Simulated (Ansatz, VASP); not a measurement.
# One calculation of Si, two programs

INCAR

```
  ALGO = Normal
  EDIFF = 1E-7
  EDIFFG = -0.005
  ENCUT = 600
  GGA = CA
  IBRION = 2
  ISIF = 3
  ISMEAR = 0
  LASPH = True
  LCHARG = False
  LREAL = False
  LWAVE = False
  NELM = 80
  NSW = 100
  PREC = Accurate
  SIGMA = 0.02
```

The input KPOINTS:

```
k-points
0
Gamma
  12 12 12
```

File POSCAR:

```
Si
1.0
    0.0000000000      2.7007989409      2.7007989409
    2.7007989409      0.0000000000      2.7007989409
    2.7007989409      2.7007989409      0.0000000000
Si
2
Direct
    0.5000000000      0.5000000000      0.5000000000
    0.7500000000      0.7500000000      0.7500000000
```

Input for Ansatz:

```yaml
crystal:
  lattice:
    - [0.0, 2.7007989409, 2.7007989409]
    - [2.7007989409, 0.0, 2.7007989409]
    - [2.7007989409, 2.7007989409, 0.0]
  atoms:
    - { symbol: Si, position: [0.5, 0.5, 0.5] }
    - { symbol: Si, position: [0.75, 0.75, 0.75] }
basis:
  ecutwfc: 420
kpoints:
  mp_grid: { grid: [12, 12, 12] }
hamiltonian:
  xc: lda
  pseudopotentials: { kind: paw, azcp: { folder: soft_1 } }
scf:
  occupations: { method: gaussian, width: 0.02 }
output:
  forces: true
  stress: true
  eigenvalues: true
  write_density: true
  write_potential: true
  elf: true
  volumetric_format: npy
relax:
  adjacent_minimum: "off"
  f_tol: 0.005
  max_steps: 80
  cell: { stress_tol: 0.05 }
```

Alike in both runs: task relaxation of cell and atoms; functional LDA; k mesh 12 × 12 × 12; occupations gaussian, width 0.02 eV; no spin polarisation.

```csv
,VASP,Ansatz
version,VASP 6.6.1,Ansatz 0.2.0
potentials or method,"VASP PAW LDA potentials, release 64 (Si)","scalar-relativistic, plane waves, PAW"
plane-wave cutoff (eV),600,420
valence electrons in the cell,8,8
```

Ansatz gave:

```
gap on the k mesh at the Fermi level, each at its own relaxed structure (eV) : 0.44
relaxed volume (Å³/atom)                                                     : 19.70
relaxed cell length with the largest relative difference (Å)                 : 3.820
```

Question: What did VASP give for the same quantities?

Answer: gap on the k mesh at the Fermi level, each at its own relaxed structure (eV): 0.44; relaxed volume (Å³/atom): 19.72; relaxed cell length with the largest relative difference (Å): 3.820.

Ansatz warned: «pseudo_functional_mismatch».
